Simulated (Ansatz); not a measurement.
`O=C(O)C[SiH3]` + `Cl[CH2][SnH3]` → `[SiH3][SnH2][CH2]Cl` + acetic acid  (formal exchange of groups at the Si–C bond)

Computed with Ansatz on PBE0-D4/def2-TZVP structures; ΔE is electronic, products minus reactants. CCSD(T)/CBS adds triple-zeta CCSD(T) − MP2 to the extrapolated MP2 energy (def2 sets, frozen cores). DFT in def2-TZVPP. B3LYP here is the variant with VWN-RPA as its local correlation; programs differ in this. def2 core potentials past Kr. For Sn outer-core shells are correlated without core-valence functions, which leaves a few kJ/mol of doubt a bond. Each species was taken in one conformer, which may not be the lowest.

```
             level  ΔE (kcal/mol)  difference from CCSD(T)/CBS
            PBE-D4          -11.2                         -1.3
         r2SCAN-D4           -9.8                          0.1
           PBE0-D4          -10.7                         -0.8
          B3LYP-D4           -9.9                          0.0
           ωB97X-V           -8.6                          1.3
           ωB97M-V           -8.2                          1.7
            B2PLYP           -9.2                          0.7
               PBE          -11.1                         -1.2
            r2SCAN           -9.8                          0.1
              PBE0          -10.5                         -0.6
             B3LYP           -9.8                          0.1
     HF/def2-TZVPP           -7.9                          2.0
    MP2/def2-TZVPP           -8.8                          1.1
SCS-MP2/def2-TZVPP           -8.2                          1.7
   CCSD/def2-TZVPP           -8.5                          1.4
CCSD(T)/def2-TZVPP           -8.5                          1.4
     HF/def2-QZVPP           -7.8                          2.1
    MP2/def2-QZVPP           -9.5                          0.4
SCS-MP2/def2-QZVPP           -8.9                          1.0
      HF/CBS(def2)           -7.8                          2.1
     MP2/CBS(def2)          -10.1                         -0.2
    CCSD/CBS(def2)           -9.8                          0.1
       CCSD(T)/CBS           -9.9                            0
```

Largest T1 diagnostic among the species: 0.015.

CCSD(T)/CBS has its own doubt, a few kJ/mol and more with outer-core shells, so smaller differences from it don't rank the levels.
